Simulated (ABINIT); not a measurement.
# AlN: band structure with PBE

**What was measured.**

“Structural and optical properties of self-assembled AlN nanowires grown on SiO2/Si substrates by molecular beam epitaxy”, 2024, arxiv:2402.00216 quotes, for a bulk crystal of AlN at 0 K: band gap 6.0343 eV (an exciton energy, a little under the gap).

Crystal: AlN.

```
Al N
1.0
     3.11300    0.00000    0.00000
    -1.55650    2.69594    0.00000
     0.00000    0.00000    4.98100
Al N
2 2
Cartesian
  1.5565 0.8986 2.4905
  0.0000 1.7973 0.0000
  1.5565 0.8986 4.3833
  0.0000 1.7973 1.8928
```

```
Program                                         : ABINIT 10.8.3 (patched build)
Task                                            : band structure
Functional                                      : PBE
Potentials or basis                             : JTH PAW PBE v2.0
Cutoff                                          : 680 eV
k mesh                                          : 10 × 10 × 6
Occupations                                     : fermi-dirac, width 0.05 eV
Spin                                            : no spin polarisation
Fine-grid cutoff                                : 1278.94 eV
Exchange and correlation inside the PAW spheres : full angular mesh (pawxcdev 0, this build's default; the released program takes 1)
```

The largest force is 0.131 eV/Å and the band gap on the k mesh is 4.20 eV, direct. The valence electrons inside the program's atomic spheres are Al 0.90; N 2.63.

Forces on the atoms (eV/Å):
```
Al   0.000  0.000 -0.131
Al   0.000  0.000 -0.131
N    0.000  0.000  0.131
N    0.000  0.000  0.131
```

Levels at the corners of the path, in eV from the valence-band top:
```csv
point,band 6,band 7,band 8,band 9,band 10,band 11
Γ,-0.18,-0.18,0.00,4.20,6.64,10.60
M,-2.07,-1.77,-0.66,5.81,5.81,8.18
K,-2.42,-2.38,-2.38,5.05,8.37,9.68
Γ,-0.18,-0.18,0.00,4.20,6.64,10.60
A,-0.52,-0.52,-0.52,6.45,6.45,10.32
L,-1.44,-1.35,-1.35,5.31,5.31,9.27
H,-3.84,-0.78,-0.78,7.43,7.43,7.85
A,-0.52,-0.52,-0.52,6.45,6.45,10.32
```

Wall time 64 s on 1 thread of Arm Neoverse V2, with other jobs on the host, peak memory 0.15 GiB.

A measured gap of AlN is 6.0343 eV (an exciton energy, a little under the gap; 0 K; quoted in “Structural and optical properties of self-assembled AlN nanowires grown on SiO2/Si substrates by molecular beam epitaxy”, 2024, arxiv:2402.00216); the calculated 4.20 eV misses it by -1.83 eV. 2 values of this kind are on record (6.034 to 6.0343 eV); this one was drawn at random. The value is that of PBE on a finite k mesh, which can miss the band edges, without temperature or zero-point motion. Semilocal functionals fall short of measured gaps as a rule.
